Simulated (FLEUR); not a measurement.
# W (Fm-3m) in FLEUR: notebook, part 2 of 2

FLEUR MaX-R8.1 (later development tree). The steps go on from the part before.

**3. Band structure, LDA, spin-orbit coupling, no magnetisation**

Contents of inp.xml:

```xml
<?xml version="1.0" encoding="UTF-8" standalone="no"?>
<fleurInput fleurInputVersion="0.39">
   <comment>
      W                                                                                                   
   </comment>
   <calculationSetup>
      <cutoffs Kmax="4.1" Gmax="12.7" GmaxXC="12.7" numbands="all"/>
      <scfLoop itmax="60" minDistance="0.00001" maxIterBroyd="15" imix="Anderson" alpha="0.05" precondParam="0.0" spinf="2.0" sdNocoIR="T"/>
      <coreElectrons ctail="T" frcor="F" kcrel="0" coretail_lmax="0"/>
      <xcFunctional name="vwn" relativisticCorrections="F"/>
      <magnetism jspins="1"/>
      <soc l_soc="T" theta="0.0" phi="0.0" spav="F"/>
      <expertModes spex="0" secvar="F"/>
      <geometryOptimization l_f="F" forcealpha="1.0" forcemix="BFGS" epsdisp="0.00001" epsforce="0.00001"/>
      <ldaU l_linMix="F" mixParam="0.05" spinf="1.0"/>
   </calculationSetup>
   <cell>
      <bzIntegration valenceElectrons="28.0" mode="hist" fermiSmearingEnergy="0.00183747">
         <kPointListSelection listName="default-1"/>
         <!-- k-points included here -->
         <xi:include xmlns:xi="http://www.w3.org/2001/XInclude" href="kpts.xml"> </xi:include>
      </bzIntegration>
      <!-- symmetry operations included here -->
      <xi:include xmlns:xi="http://www.w3.org/2001/XInclude" href="sym.xml"> </xi:include>
      <bulkLattice scale="1.0">
         <bravaisMatrix>
            <row-1>    0.0000000000000000     3.8361440329379994     3.8361440329379994</row-1>
            <row-2>    3.8361440329379994     0.0000000000000000     3.8361440329379994</row-2>
            <row-3>    3.8361440329379994     3.8361440329379994     0.0000000000000000</row-3>
         </bravaisMatrix>
      </bulkLattice>
   </cell>
   <atomSpecies>
      <species name="Tungsten (W)" element="W" atomicNumber="74">
         <mtSphere radius="2.51" gridPoints="829" logIncrement="0.016"/>
         <atomicCutoffs lmax="10" lnonsphr="10"/>
         <electronConfig flipSpins="F">
            <coreConfig>(1s1/2) (2s1/2) (2p1/2) (2p3/2) (3s1/2) (3p1/2) (3p3/2) (4s1/2) (3d3/2) (3d5/2) (4p1/2) (4p3/2) (4d3/2) (4d5/2)</coreConfig>
            <valenceConfig>(5s1/2) (5p1/2) (5p3/2) (6s1/2) (4f5/2) (4f7/2) (5d3/2) (5d5/2)</valenceConfig>
            <stateOccupation state="(5d3/2)" spinUp="0.800000" spinDown="0.800000"/>
            <stateOccupation state="(5d5/2)" spinUp="1.200000" spinDown="1.200000"/>
         </electronConfig>
         <energyParameters s="6" p="6" d="5" f="4"/>
         <lo type="SCLO" l="0" n="5" eDeriv="0"/>
         <lo type="SCLO" l="1" n="5" eDeriv="0"/>
         <lo type="SCLO" l="2" n="5" eDeriv="2"/>
         <lo type="SCLO" l="3" n="4" eDeriv="2"/>
      </species>
   </atomSpecies>
   <atomGroups>
      <atomGroup species="Tungsten (W)">
         <relPos label="                   1">.0000000000 .0000000000 .0000000000</relPos>
         <force calculate="T" relaxXYZ="TTT"/>
      </atomGroup>
   </atomGroups>
   <output dos="F" band="F" slice="F">
      <checks vchk="F" cdinf="F"/>
      <bandDOS minEnergy="-.5*Htr" maxEnergy="0.5*Htr" sigma="0.015" storeEVData="T"/>
      <vacuumDOS vacdos="F" integ="F" star="F" nstars="0" locx1="0.0" locy1="0.0" locx2="0.0" locy2="0.0" nstm="0" tworkf="0.0"/>
      <unfoldingBand unfoldBand="F" supercellX="1" supercellY="1" supercellZ="1"/>
      <plotting iplot="0" polar="F">
         <plot TwoD="T" vec1="  1.0  0.0  0.0" vec2="  0.0  1.0  0.0" vec3="  0.0  0.0  1.0" zero="  0.0  0.0  0.0" file="plot"/>
      </plotting>
      <chargeDensitySlicing numkpt="0" minEigenval="0.0" maxEigenval="0.0" nnne="0" pallst="F"/>
      <specialOutput eonly="F"/>
      <moessbauerParams electricFieldGradient="T" isomerShift="T" coreHyperfine="T" valenceHyperfine="T"/>
      <magneticCircularDichroism mcd="F" energyLo="-10.0" energyUp="0.0"/>
   </output>
  <!-- We include the file relax.xml here to enable relaxations (see documentation) -->
  <xi:include xmlns:xi="http://www.w3.org/2001/XInclude" href="relax.xml"> <xi:fallback/> </xi:include>
</fleurInput>
```

Contents of crystal.txt:

```
W
&input cartesian=F /
0.0000000000  2.0300000000  2.0300000000
2.0300000000  0.0000000000  2.0300000000
2.0300000000  2.0300000000  0.0000000000
1.8897261246
1.0 1.0 1.0

1
74 0.0000000000  0.0000000000  0.0000000000

&soc 0.0 0.0 /
&kpt div1=8 div2=8 div3=8 gamma=T /
```

Contents of inp.xml (bands):

```
<?xml version="1.0" encoding="UTF-8" standalone="no"?>
<fleurInput fleurInputVersion="0.39">
   <comment>
      W                                                                                                   
   </comment>
   <calculationSetup>
      <cutoffs Kmax="4.1" Gmax="12.7" GmaxXC="12.7" numbands="all"/>
      <scfLoop itmax="60" minDistance="0.00001" maxIterBroyd="15" imix="Anderson" alpha="0.05" precondParam="0.0" spinf="2.0" sdNocoIR="T"/>
      <coreElectrons ctail="T" frcor="F" kcrel="0" coretail_lmax="0"/>
      <xcFunctional name="vwn" relativisticCorrections="F"/>
      <magnetism jspins="1"/>
      <soc l_soc="T" theta="0.0" phi="0.0" spav="F"/>
      <expertModes spex="0" secvar="F"/>
      <geometryOptimization l_f="F" forcealpha="1.0" forcemix="BFGS" epsdisp="0.00001" epsforce="0.00001"/>
      <ldaU l_linMix="F" mixParam="0.05" spinf="1.0"/>
   </calculationSetup>
   <cell>
      <bzIntegration valenceElectrons="28.0" mode="hist" fermiSmearingEnergy="0.00183747">
         <kPointListSelection listName="path-1"/>
         <!-- k-points included here -->
         <xi:include xmlns:xi="http://www.w3.org/2001/XInclude" href="kpts.xml"> </xi:include>
      </bzIntegration>
      <!-- symmetry operations included here -->
      <xi:include xmlns:xi="http://www.w3.org/2001/XInclude" href="sym.xml"> </xi:include>
      <bulkLattice scale="1.0">
         <bravaisMatrix>
            <row-1>    0.0000000000000000     3.8361440329379994     3.8361440329379994</row-1>
            <row-2>    3.8361440329379994     0.0000000000000000     3.8361440329379994</row-2>
            <row-3>    3.8361440329379994     3.8361440329379994     0.0000000000000000</row-3>
         </bravaisMatrix>
      </bulkLattice>
   </cell>
   <atomSpecies>
      <species name="Tungsten (W)" element="W" atomicNumber="74">
         <mtSphere radius="2.51" gridPoints="829" logIncrement="0.016"/>
         <atomicCutoffs lmax="10" lnonsphr="10"/>
         <electronConfig flipSpins="F">
            <coreConfig>(1s1/2) (2s1/2) (2p1/2) (2p3/2) (3s1/2) (3p1/2) (3p3/2) (4s1/2) (3d3/2) (3d5/2) (4p1/2) (4p3/2) (4d3/2) (4d5/2)</coreConfig>
            <valenceConfig>(5s1/2) (5p1/2) (5p3/2) (6s1/2) (4f5/2) (4f7/2) (5d3/2) (5d5/2)</valenceConfig>
            <stateOccupation state="(5d3/2)" spinUp="0.800000" spinDown="0.800000"/>
            <stateOccupation state="(5d5/2)" spinUp="1.200000" spinDown="1.200000"/>
         </electronConfig>
         <energyParameters s="6" p="6" d="5" f="4"/>
         <lo type="SCLO" l="0" n="5" eDeriv="0"/>
         <lo type="SCLO" l="1" n="5" eDeriv="0"/>
         <lo type="SCLO" l="2" n="5" eDeriv="2"/>
         <lo type="SCLO" l="3" n="4" eDeriv="2"/>
      </species>
   </atomSpecies>
   <atomGroups>
      <atomGroup species="Tungsten (W)">
         <relPos label="                   1">.0000000000 .0000000000 .0000000000</relPos>
         <force calculate="T" relaxXYZ="TTT"/>
      </atomGroup>
   </atomGroups>
   <output dos="F" band="T" slice="F">
      <checks vchk="F" cdinf="F"/>
      <bandDOS minEnergy="-.5*Htr" maxEnergy="0.5*Htr" sigma="0.015" storeEVData="T"/>
      <vacuumDOS vacdos="F" integ="F" star="F" nstars="0" locx1="0.0" locy1="0.0" locx2="0.0" locy2="0.0" nstm="0" tworkf="0.0"/>
      <unfoldingBand unfoldBand="F" supercellX="1" supercellY="1" supercellZ="1"/>
      <plotting iplot="0" polar="F">
         <plot TwoD="T" vec1="  1.0  0.0  0.0" vec2="  0.0  1.0  0.0" vec3="  0.0  0.0  1.0" zero="  0.0  0.0  0.0" file="plot"/>
      </plotting>
      <chargeDensitySlicing numkpt="0" minEigenval="0.0" maxEigenval="0.0" nnne="0" pallst="F"/>
      <specialOutput eonly="F"/>
      <moessbauerParams electricFieldGradient="T" isomerShift="T" coreHyperfine="T" valenceHyperfine="T"/>
      <magneticCircularDichroism mcd="F" energyLo="-10.0" energyUp="0.0"/>
   </output>
  <!-- We include the file relax.xml here to enable relaxations (see documentation) -->
  <xi:include xmlns:xi="http://www.w3.org/2001/XInclude" href="relax.xml"> <xi:fallback/> </xi:include>
</fleurInput>
```

Potentials or basis: all-electron, FLAPW.

Launch:

```sh
inpgen -f crystal.txt -profile fastHighL
# inp.xml edited to the form shown
fleur_MPI
fleur_MPI   # second run, on inp.xml (bands)
```

Run time: 3.7 min. Hardware: 1 thread of Arm Neoverse V1, shared host; peak memory 0.12 GiB.

Results (log left out):

* Free energy: -439648.4130 eV
* Band gap along the path: none (metal or under the smearing width)
* Valence electrons inside the program's atomic spheres: W 26.04 (radii W 2.51 bohr)

Levels at the corners of the path, in eV from the Fermi level:
```
point  band 26  band 27  band 28  band 29  band 30  band 31
    Γ    -0.75    -0.75    -0.75    -0.24    -0.24     2.51
    X    -4.38     3.05     3.05     4.74     4.74     5.35
    W    -2.02    -1.86    -1.86     1.26     1.26     5.61
    K    -3.16    -0.10    -0.10     2.55     2.55     4.55
    Γ    -0.75    -0.75    -0.75    -0.24    -0.24     2.51
    L    -1.05    -0.52    -0.52     0.78     0.78     4.69
    U    -3.16    -0.10    -0.10     2.55     2.55     4.55
    W    -2.02    -1.86    -1.86     1.26     1.26     5.61
    L    -1.05    -0.52    -0.52     0.78     0.78     4.69
    K    -3.16    -0.10    -0.10     2.55     2.55     4.55
    U    -3.16    -0.10    -0.10     2.55     2.55     4.55
    X    -4.38     3.05     3.05     4.74     4.74     5.35
```

Core levels (eV from the Fermi level):
```
atom                                                                                                                                                                                                           levels
 1 W  1s1/2 -69336.7, 2s1/2 -11956.2, 2p1/2 -11436.1, 2p3/2 -10084.7, 3s1/2 -2748.8, 3p1/2 -2516.8, 3p3/2 -2224.7, 4s1/2 -562.0, 3d3/2 -1833.0, 3d5/2 -1769.4, 4p1/2 -465.9, 4p3/2 -397.9, 4d3/2 -239.8, 4d5/2 -227.2
```

**4. Equation of state, PBEsol, 15.73 Å³/atom (volume scaled by 0.94)**

inp.xml: that of step 3 with these lines changed.

```diff
@@ -6,10 +6,10 @@
    <calculationSetup>
-      <cutoffs Kmax="4.1" Gmax="12.7" GmaxXC="12.7" numbands="all"/>
+      <cutoffs Kmax="4.1" Gmax="12.7" GmaxXC="12.7" numbands="0"/>
       <scfLoop itmax="60" minDistance="0.00001" maxIterBroyd="15" imix="Anderson" alpha="0.05" precondParam="0.0" spinf="2.0" sdNocoIR="T"/>
       <coreElectrons ctail="T" frcor="F" kcrel="0" coretail_lmax="0"/>
-      <xcFunctional name="vwn" relativisticCorrections="F"/>
+      <xcFunctional name="PBEs" relativisticCorrections="F"/>
       <magnetism jspins="1"/>
-      <soc l_soc="T" theta="0.0" phi="0.0" spav="F"/>
+      <soc l_soc="F" theta="0.0" phi="0.0" spav="F"/>
       <expertModes spex="0" secvar="F"/>
-      <geometryOptimization l_f="F" forcealpha="1.0" forcemix="BFGS" epsdisp="0.00001" epsforce="0.00001"/>
+      <geometryOptimization l_f="F" forcealpha="1.0" forcemix="BFGS" epsdisp="0.0005" epsforce="0.0002"/>
       <ldaU l_linMix="F" mixParam="0.05" spinf="1.0"/>
@@ -24,3 +24,3 @@
       <xi:include xmlns:xi="http://www.w3.org/2001/XInclude" href="sym.xml"> </xi:include>
-      <bulkLattice scale="1.0">
+      <bulkLattice scale="0.9795861087">
          <bravaisMatrix>
@@ -34,3 +34,3 @@
       <species name="Tungsten (W)" element="W" atomicNumber="74">
-         <mtSphere radius="2.51" gridPoints="829" logIncrement="0.016"/>
+         <mtSphere radius="2.46" gridPoints="829" logIncrement="0.016"/>
          <atomicCutoffs lmax="10" lnonsphr="10"/>
```

Launch:

```sh
inpgen -f crystal.txt -profile fastHighL
# inp.xml edited to the form shown
fleur_MPI -warn_only
```

Run time: 8 s. Hardware: 1 thread of AMD EPYC 9R45 (Zen 5), shared host; peak memory 0.07 GiB.

The run converged. Its results:

| Property | Result |
| --- | --- |
| Free energy | -439773.7450 eV |
| Band gap on the k mesh | none (metal or under the smearing width) |
| Valence electrons inside the program's atomic spheres | W 25.96 (radii W 2.46 bohr) |

**5. Equation of state, PBEsol, 16.06 Å³/atom (volume scaled by 0.96)**

inp.xml: that of step 4 with these lines changed.

```diff
@@ -24,3 +24,3 @@
       <xi:include xmlns:xi="http://www.w3.org/2001/XInclude" href="sym.xml"> </xi:include>
-      <bulkLattice scale="0.9795861087">
+      <bulkLattice scale="0.9864848297">
          <bravaisMatrix>
```

Launch:

```sh
inpgen -f crystal.txt -profile fastHighL
# inp.xml edited to the form shown
fleur_MPI -warn_only
```

Wall time 8.2 s (1 thread of AMD EPYC 9R45 (Zen 5), shared host); peak memory 0.07 GiB.

It converged, with:

| Quantity | Value |
| --- | --- |
| Free energy | -439773.7497 eV |
| Band gap on the k mesh | none (metal or under the smearing width) |
| Valence electrons inside the program's atomic spheres | W 25.91 (radii W 2.46 bohr) |

**6. Equation of state, PBEsol, 16.40 Å³/atom (volume scaled by 0.98)**

inp.xml: that of step 5 with these lines changed.

```diff
@@ -24,3 +24,3 @@
       <xi:include xmlns:xi="http://www.w3.org/2001/XInclude" href="sym.xml"> </xi:include>
-      <bulkLattice scale="0.9864848297">
+      <bulkLattice scale="0.9932883884">
          <bravaisMatrix>
```

Potentials or basis: all-electron, FLAPW.

Launch:

```sh
inpgen -f crystal.txt -profile fastHighL
# inp.xml edited to the form shown
fleur_MPI -warn_only
```

Wall time 8.4 s (1 thread of AMD EPYC 9R45 (Zen 5), shared host); peak memory 0.07 GiB.

The run converged. Its results:

```
Free energy                                           : -439773.7411 eV
Band gap on the k mesh                                : none (metal or under the smearing width)
Valence electrons inside the program's atomic spheres : W 25.87 (radii W 2.46 bohr)
```

**7. Equation of state, PBEsol, 16.73 Å³/atom**

inp.xml: that of step 6 with these lines changed.

```diff
@@ -24,3 +24,3 @@
       <xi:include xmlns:xi="http://www.w3.org/2001/XInclude" href="sym.xml"> </xi:include>
-      <bulkLattice scale="0.9932883884">
+      <bulkLattice scale="1.0000000000">
          <bravaisMatrix>
```

Launch:

```sh
inpgen -f crystal.txt -profile fastHighL
# inp.xml edited to the form shown
fleur_MPI -warn_only
```

Run time: 8.6 s. Hardware: 1 thread of AMD EPYC 9R45 (Zen 5), shared host; peak memory 0.07 GiB.

Results (log left out):

```yaml
Free_energy: -439773.7204 eV
Band_gap_on_the_k_mesh: none (metal or under the smearing width)
Valence_electrons_inside_the_program's_atomic_spheres: W 25.83 (radii W 2.46 bohr)
```

**8. Equation of state, PBEsol, 17.07 Å³/atom (volume scaled by 1.02)**

inp.xml: that of step 7 with these lines changed.

```diff
@@ -24,3 +24,3 @@
       <xi:include xmlns:xi="http://www.w3.org/2001/XInclude" href="sym.xml"> </xi:include>
-      <bulkLattice scale="1.0000000000">
+      <bulkLattice scale="1.0066227096">
          <bravaisMatrix>
```

Launch:

```sh
inpgen -f crystal.txt -profile fastHighL
# inp.xml edited to the form shown
fleur_MPI -warn_only
```

It took 9 s on 1 thread of AMD EPYC 9R45 (Zen 5), shared host; peak memory 0.07 GiB.

The run converged. Its results:

- Free energy: -439773.6890 eV
- Band gap on the k mesh: none (metal or under the smearing width)
- Valence electrons inside the program's atomic spheres: W 25.79 (radii W 2.46 bohr)

**9. Equation of state, PBEsol, 17.40 Å³/atom (volume scaled by 1.04)**

inp.xml: that of step 8 with these lines changed.

```diff
@@ -24,3 +24,3 @@
       <xi:include xmlns:xi="http://www.w3.org/2001/XInclude" href="sym.xml"> </xi:include>
-      <bulkLattice scale="1.0066227096">
+      <bulkLattice scale="1.0131594038">
          <bravaisMatrix>
```

Potentials or basis: all-electron, FLAPW.

Launch:

```sh
inpgen -f crystal.txt -profile fastHighL
# inp.xml edited to the form shown
fleur_MPI -warn_only
```

Wall time 8.9 s (1 thread of AMD EPYC 9R45 (Zen 5), shared host); peak memory 0.07 GiB.

The run converged. Its results:

```yaml
Free_energy: -439773.6482 eV
Band_gap_on_the_k_mesh: none (metal or under the smearing width)
Valence_electrons_inside_the_program's_atomic_spheres: W 25.75 (radii W 2.46 bohr)
```

**10. Equation of state, PBEsol, 17.73 Å³/atom (volume scaled by 1.06)**

inp.xml: that of step 9 with these lines changed.

```diff
@@ -24,3 +24,3 @@
       <xi:include xmlns:xi="http://www.w3.org/2001/XInclude" href="sym.xml"> </xi:include>
-      <bulkLattice scale="1.0131594038">
+      <bulkLattice scale="1.0196128224">
          <bravaisMatrix>
```

Launch:

```sh
inpgen -f crystal.txt -profile fastHighL
# inp.xml edited to the form shown
fleur_MPI -warn_only
```

It took 9.1 s on 1 thread of AMD EPYC 9R45 (Zen 5), shared host; peak memory 0.07 GiB.

The run converged. Its results:

* Free energy: -439773.5987 eV
* Band gap on the k mesh: none (metal or under the smearing width)
* Valence electrons inside the program's atomic spheres: W 25.71 (radii W 2.46 bohr)

**11. Equation of state, PBEsol**

Potentials or basis: all-electron, FLAPW.

No new run: the results of the series are fitted here.

Results:

| Property | Result |
| --- | --- |
| Equilibrium volume | 16.01 Å³/atom |
| Bulk modulus | 313 GPa |
| Pressure derivative of the bulk modulus | 4.5 |

Energy against volume, from the lowest point:
```
volume (Å³/atom)  energy (meV/atom)
          15.727               4.76
          16.062               0.00
          16.396               8.64
          16.731              29.32
          17.065              60.71
          17.400             101.52
          17.735             151.00
```
